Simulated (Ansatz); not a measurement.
A 4-atom cell of ZnS started from a crystallographic database, relaxed with r2SCAN, was run in Ansatz 0.2.0 under altered settings. All numbers are computed, without spin polarisation but where a row says otherwise.

```xyz
4
Lattice="3.8054 0.0000 0.0000 -1.9027 3.2956 0.0000 0.0000 0.0000 6.2440" Properties=species:S:1:pos:R:3 pbc="T T T"
Zn    0.0000    2.1971    0.0333
Zn    1.9027    1.0985    3.1554
S     0.0000    2.1971    2.3706
S     1.9027    1.0985    5.4926
```

The base run's other keys:
```yaml
kpoints:
  mp_grid: { grid: [6, 6, 4] }
hamiltonian:
  xc: pbesol
scf:
  occupations: { method: fixed }
  n_extra_bands: 5
```

It takes 7 iterations with 1521 plane waves at 420 eV and 21 k points, and leaves a mean stress of -1.36 GPa. The gap over this mesh is 2.075 eV.

Outcomes, with energy and stress as changes against the base:
```tsv
setting	outcome	ΔF (meV/atom)	Δ mean stress (GPa)	gap on the mesh (eV)	iterations
scf.occupations: gaussian 0.5	converged	0.0	0.00	2.075	7
basis.ecutwfc: 80	not converged	–	–	–	9
scf.convergence.dr2_threshold: 0.0001	converged, warned	0.0	0.0	2.076	6
basis.ecutrho_ratio: 2	converged, warned	-7.0	+0.35	2.076	7
scf.occupations: gaussian 1.5	converged	-10.0	+0.29	2.081	7
scf.convergence.dr2_threshold: 0.01	converged, warned	0.0	0.0	2.076	6
basis.ecutwfc: 40	not converged	–	–	–	13
basis.ecutwfc: 160	converged, warned	+11550	-2.85	2.367	9
scf.occupations: fermi_dirac 0.05	converged	0.0	0.00	2.075	7
scf.n_bands: 12	refused	–	–	–	–
kpoints.mp_grid.grid: [1, 1, 8]	converged	+3061	+28.21	1.655	9
hamiltonian.xc: scan	refused	–	–	–	–
hamiltonian.xc: b3pw	refused	–	–	–	–
```
A dash marks a value that wasn't obtained or can't be compared. Stress is positive in compression.

- basis.ecutwfc: 80. The loop closes, but the program refuses the state that it reached. Error: refused after 9 iterations: one_centre_occupation = 2.54e0 (threshold 2.00e0); read on the Zn atom at site 1 (counted from 0), in its partial waves of l = 0. The loop had accepted its state. The figure is how many electrons the atom's PAW partial-wave expansion lays in one spin orbital inside its sphere. […]
- scf.convergence.dr2_threshold: 0.0001. It converges in 6 iterations against the base's 7. Even so loose a threshold leaves the results unchanged here, which can't be counted on. Warned: force scf threshold loose, stress scf threshold loose.
- basis.ecutrho_ratio: 2. The free energy moves by -7.0 meV an atom, the mean stress by +0.35 GPa and the gap on the mesh by +0.001 eV (to 2.076). A density grid this coarse aliases the density, so the change is an error. Warned: cutoff below recommended.
- scf.occupations: gaussian 1.5. The free energy moves by -10.0 meV an atom, the mean stress by +0.29 GPa and the gap on the mesh by +0.006 eV (to 2.081). The term −TS is -62 meV an atom. A width of 1.5 eV moves electrons across a gap of 2.08 eV: this is no longer the ground state.
- scf.convergence.dr2_threshold: 0.01. It converges in 6 iterations against the base's 7. Even so loose a threshold leaves the results unchanged here, which can't be counted on. Warned: force scf threshold loose, stress scf threshold loose.
- basis.ecutwfc: 40. The iterations end on a state that fails one of the program's checks, so there is no result. Error: refused after 13 iterations: one_centre_occupation = 3.03e0 (threshold 2.00e0); read on the Zn atom at site 1 (counted from 0), in its partial waves of l = 0. The loop had accepted its state. The figure is how many electrons the atom's PAW partial-wave expansion lays in one spin orbital inside its sphere. […]
- basis.ecutwfc: 160. 373 plane waves in place of 1521. The free energy moves by +11550 meV an atom, the mean stress by -2.85 GPa and the gap on the mesh by +0.292 eV (to 2.367). The basis is too small: these are errors of the cutoff. Warned: cutoff below recommended.
- scf.n_bands: 12. The program doesn't start. Error: YAML parse error: line 18 column 3: unknown field `n_bands`, expected one of max_iter, algorithm, n_extra_bands, self_checks, convergence, lower_state_search, omitted_lower_state_checks, lower_solution_reach, mixing, occupations, eigensolver, initial_density, exx
- kpoints.mp_grid.grid: [1, 1, 8]. The free energy moves by +3061 meV an atom, the mean stress by +28.21 GPa and the gap on the mesh by -0.420 eV (to 1.655). The mesh is too coarse.
- hamiltonian.xc: scan. The program doesn't start. Error: YAML parse error: line 14 column 7: hamiltonian.xc: unknown variant `scan`, expected one of […]
- hamiltonian.xc: b3pw. The program doesn't start. Error: YAML parse error: line 14 column 7: hamiltonian.xc: unknown variant `b3pw`, expected one of […]

Within 1 meV an atom, 0.1 GPa and 0.005 eV of the base stay: scf.occupations: gaussian 0.5; scf.convergence.dr2_threshold: 0.0001; scf.convergence.dr2_threshold: 0.01; scf.occupations: fermi_dirac 0.05.
